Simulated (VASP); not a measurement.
Crystal: Sb2S3 (Stibnite).

```xyz
20
Lattice="11.3110 0.0000 0.0000 0.0000 3.8389 0.0000 0.0000 0.0000 11.2230" Properties=species:S:1:pos:R:3 pbc="T T T"
Sb    5.3231    0.9597    3.6581
Sb    0.3324    2.8792    9.2696
Sb   10.9786    0.9597    1.9534
Sb    5.9879    2.8792    7.5649
Sb    3.9655    2.8792    0.4043
Sb    1.6900    0.9597    6.0158
Sb    9.6210    2.8792    5.2072
Sb    7.3455    0.9597   10.8187
S     3.3044    0.9597    2.1527
S     2.3511    2.8792    7.7642
S     8.9599    0.9597    3.4588
S     8.0066    2.8792    9.0703
S     6.2188    2.8792    1.3804
S    10.7477    0.9597    6.9919
S     0.5633    2.8792    4.2311
S     5.0922    0.9597    9.8426
S     4.2428    2.8792    4.9258
S     1.4127    0.9597   10.5373
S     9.8983    2.8792    0.6857
S     7.0682    0.9597    6.2972
```

| Quantity | Value |
| --- | --- |
| Program | VASP 6.6.1 |
| Task | relaxation of cell and atoms |
| Functional | LDA |
| Potentials or basis | VASP PAW LDA potentials, release 64 (Sb, S) |
| Cutoff | 600 eV |
| k mesh | 4 × 8 × 4 |
| Occupations | gaussian, width 0.03 eV |
| Spin | no spin polarisation |

At the start: pressure -1.8 GPa; volume 24.37 Å³/atom.

Question: How do energy, volume and symmetry change on relaxing?

Answer: Over 20 steps the energy falls by 14.0 meV/atom and the volume is 22.69 Å³/atom (-6.9 %); space group Pnma (No. 62, to 0.05 Å).

Step by step:
```tsv
step	energy change (eV)	largest force (eV/Å)	pressure (GPa)	volume (Å³)
1	0.0000	0.1933	-1.76	487.32
2	-0.1044	0.4422	0.80	468.68
3	-0.1079	0.4041	0.39	471.40
4	-0.1850	0.2051	0.09	467.14
5	-0.2020	0.2301	-0.09	463.82
6	-0.2411	0.1370	-0.15	460.98
7	-0.2506	0.1729	-0.17	458.70
8	-0.2676	0.0920	0.18	455.22
9	-0.2682	0.0962	0.27	454.39
10	-0.2719	0.0903	-0.28	456.44
11	-0.2725	0.0741	-0.14	455.87
12	-0.2763	0.0461	-0.05	455.18
13	-0.2772	0.0541	0.02	454.63
14	-0.2786	0.0262	-0.01	454.60
15	-0.2791	0.0270	-0.04	454.57
16	-0.2793	0.0230	0.06	453.89
17	-0.2793	0.0231	0.06	453.88
18	-0.2796	0.0195	0.05	453.87
19	-0.2798	0.0148	0.00	453.83
20	-0.2800	0.0095	0.00	453.83
```

Final structure:
```
Sb S
1.0
    11.03604    0.00000    0.00000
     0.00000    3.80948    0.00000
     0.00000    0.00000   10.79472
Sb S
8 12
Direct
  0.47925 0.25000 0.32543
  0.02075 0.75000 0.82543
  0.97925 0.25000 0.17457
  0.52075 0.75000 0.67457
  0.34341 0.75000 0.03215
  0.15659 0.25000 0.53215
  0.84341 0.75000 0.46785
  0.65659 0.25000 0.96785
  0.28720 0.25000 0.19313
  0.21280 0.75000 0.69313
  0.78720 0.25000 0.30687
  0.71280 0.75000 0.80687
  0.54971 0.75000 0.12727
  0.95029 0.25000 0.62727
  0.04971 0.75000 0.37273
  0.45029 0.25000 0.87273
  0.37396 0.75000 0.44201
  0.12604 0.25000 0.94201
  0.87396 0.75000 0.05799
  0.62604 0.25000 0.55799
```
